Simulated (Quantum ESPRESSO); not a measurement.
# GaN under changes of volume

One of the cells (9.735 Å³/atom); the others are scaled copies at fixed shape and fractional positions:

```
Ga N
1.0
     0.00000    2.13524    2.13524
     2.13524    0.00000    2.13524
     2.13524    2.13524    0.00000
Ga N
1 1
Direct
  0.00000 0.00000 0.00000
  0.50000 0.50000 0.50000
```

Measurements of this composition are mostly on another form, of space group No. 186.

| Item | Value |
| --- | --- |
| Program | Quantum ESPRESSO 7.5 |
| Functional | r2SCAN |
| Potentials or basis | SG15 PBE 1.2 |
| Cutoff | 1197 eV |
| Density cutoff | 4789 eV |
| k mesh | 8 × 8 × 8 |
| Occupations | fermi-dirac, width 0.05 eV |
| Spin | no spin polarisation |

```tsv
volume (Å³/atom)	energy over the lowest point (meV/atom)	pressure (GPa)	gap on the mesh (eV)
9.151	4.47	6.5	0.87
9.346	0.00	0.9	0.73
9.540	1.92	-4.0	0.59
9.735	?	?	?
9.930	22.36	-12.4	0.34
10.124	39.71	-15.9	0.23
10.319	60.96	-18.8	0.12
```

Problem. What does the run at 9.735 Å³/atom give?

Solution. Energy over the lowest point 9.57 meV/atom; pressure -8.5 GPa; gap on the mesh 0.47 eV.

Worked out: A Birch-Murnaghan fit of order 3 (a polynomial in V^(-2/3)) to the other rows has its minimum at 9.38 Å³/atom with B0 = V·E''(V) = 250 GPa and B' = 4.7. It gives 9.61 meV/atom at 9.735 Å³/atom, against the run's 9.57, and -dE/dV = -8.5 GPa, against -8.5. A straight line through the other rows of the gap, of slope -6.25 eV per unit of ln V, gives 0.47 eV, against the run's 0.47.

Energies are extrapolated to zero smearing.

Caveats: the potentials were made for another functional, which shifts forces and pressure.

A mesh can miss the band edges. Spin-orbit coupling on Ga is left out.
